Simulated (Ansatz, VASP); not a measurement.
Given: the input of a run of VASP 6.6.1 on C. 

Contents of INCAR:

```
SYSTEM = C
ALGO = Fast
EDIFF = 1E-6
ENCUT = 520
GGA = PE
ISIF = 2
ISMEAR = 0
LASPH = .TRUE.
LCHARG = .FALSE.
LREAL = .FALSE.
LWAVE = .FALSE.
NBANDS = 11
NELM = 60
PREC = Accurate
SIGMA = 0.020999999999999998
```

KPOINTS

```
k-points
0
G
  13 13 13
  0 0 0
```

POSCAR

```
C
1.0
    0.0000000000      1.7833700000      1.7833700000
    1.7833700000      0.0000000000      1.7833700000
    1.7833700000      1.7833700000      0.0000000000
C
2
Direct
    0.7500000000      0.7500000000      0.7500000000
    0.5000000000      0.5000000000      0.5000000000
```

Potentials or basis: VASP PAW PBE potentials, release 64 (C).

Launch:

```bash
$ cat potpaw_PBE.64/C/POTCAR > POTCAR
$ mpirun -np 1 vasp_std > vasp.out
```

Q: What does the same run look like in Ansatz 0.2.0? Potentials or basis there: all-electron LAPW, scalar-relativistic.

A: As run (cutoffs and basis follow the program's own potentials, and thresholds, step limits or extra output files can differ):

File input.yaml:

```yaml
crystal:
  lattice:
    - [0.0, 1.78337, 1.78337]
    - [1.78337, 0.0, 1.78337]
    - [1.78337, 1.78337, 0.0]
  atoms:
    - { symbol: C, position: [0.75, 0.75, 0.75] }
    - { symbol: C, position: [0.5, 0.5, 0.5] }
kpoints:
  mp_grid: { grid: [13, 13, 13] }
scf:
  occupations: { method: gaussian, width: 0.021 }
hamiltonian:
  xc: pbe
  pseudopotentials: { kind: all_electron, lapw: { basis_error: 0.001 } }
output:
  forces: true
  stress: true
  eigenvalues: true
```

Potentials or basis: all-electron LAPW, scalar-relativistic.

Run with:

```sh
$ ansatz run input.yaml --threads 1 --pin off --max-ram 3072MiB --backend cpu --events-out ev --progress --plain --runs-dir out
```

Both were run:

|  | VASP | Ansatz |
| --- | --- | --- |
| Pressure | 2.5 GPa | 1.8 GPa |

Where Ansatz's input types no cutoff or centring, it takes its own default and a Γ-centred mesh.

Pressure is positive in compression.
